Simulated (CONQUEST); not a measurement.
The system is CdO (Monteponite).

```
Cd O
1.0
     3.32269    0.00000    0.00000
     0.00000    3.32269    0.00000
     0.00000    0.00000    4.69900
Cd O
2 2
Cartesian
  0.0000 0.0000 0.0000
  1.6613 1.6613 2.3495
  0.0000 0.0000 2.3495
  1.6613 1.6613 0.0000
```

Base run:

```yaml
Program: CONQUEST 1.3
Functional: PBE
Potentials_or_basis: PseudoDojo NC PBE, SZ, grid cutoff 150 Ha
k_mesh: 8 × 8 × 6
Occupations: fermi-dirac, width 0.05 eV
Spin: no spin polarisation
```

Its results: band gap on the k mesh none (metal or under the smearing width); pressure 21.4 GPa.

Problem. The run is repeated on the same cell with these changes: potentials or basis from PseudoDojo NC PBE, SZ, grid cutoff 150 Ha to PseudoDojo NC PBE, SZP, grid cutoff 150 Ha. What comes out?

Solution. Band gap on the k mesh none (metal or under the smearing width); pressure 13.7 GPa.

Caveats: the atomic basis is small; the basis of atomic orbitals isn't converged, which shifts pressures, moduli and gaps; the real-space grid breaks the cell's symmetry a little; so large a pressure means that the cell lies far from this level's equilibrium, or that cutoff or potentials fall short (some runs).
